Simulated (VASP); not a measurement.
## P: single point with PBE

Crystal: P.

```
P
1.0
     2.42469    0.00000    0.00000
     0.00000    2.43854    0.00000
    -0.02031    0.00000    4.85243
P
2
Cartesian
  -0.0152 0.0000 3.6365
  2.4196 0.0000 1.2159
```

This isn't the form of P at room conditions, which is orthorhombic.

| Quantity | Value |
| --- | --- |
| Program | VASP 6.6.1 |
| Task | single point |
| Functional | PBE |
| Potentials or basis | VASP PAW PBE potentials, release 64 (P_GW) |
| Cutoff | 450 eV |
| k mesh | 5 × 5 × 3 |
| Occupations | gaussian, width 0.02 eV |
| Spin | no spin polarisation |

```yaml
Pressure: -0.1 GPa
Largest_force: 0.010 eV/Å
Band_gap_on_the_k_mesh: none (metal or under the smearing width)
```

Forces in eV/Å, atoms in the order of the input:
```
P    0.000  0.000  0.010
P    0.000  0.000 -0.010
```

Stress tensor (GPa, compression positive):
```
 4.44  0.00 -0.26
 0.00  2.45  0.00
-0.26  0.00 -7.19
```

Levels at points of the mesh, in eV from the Fermi level:
```tsv
k point	band 1	band 2	band 3	band 4	band 5	band 6	band 7	band 8	band 9	band 10
(0.00, 0.00, 0.00)	-17.29	-12.86	-9.42	4.32	4.53	4.57	6.04	6.11	7.22	7.46
```

Run time: 9.4 s on 1 thread of AMD EPYC 7R43 64-Core Processor (Zen 3) (shared host), peak memory 0.1 GiB.

Caveat: the k mesh is coarse (spacing up to 0.52 Å⁻¹), so the values aren't converged.
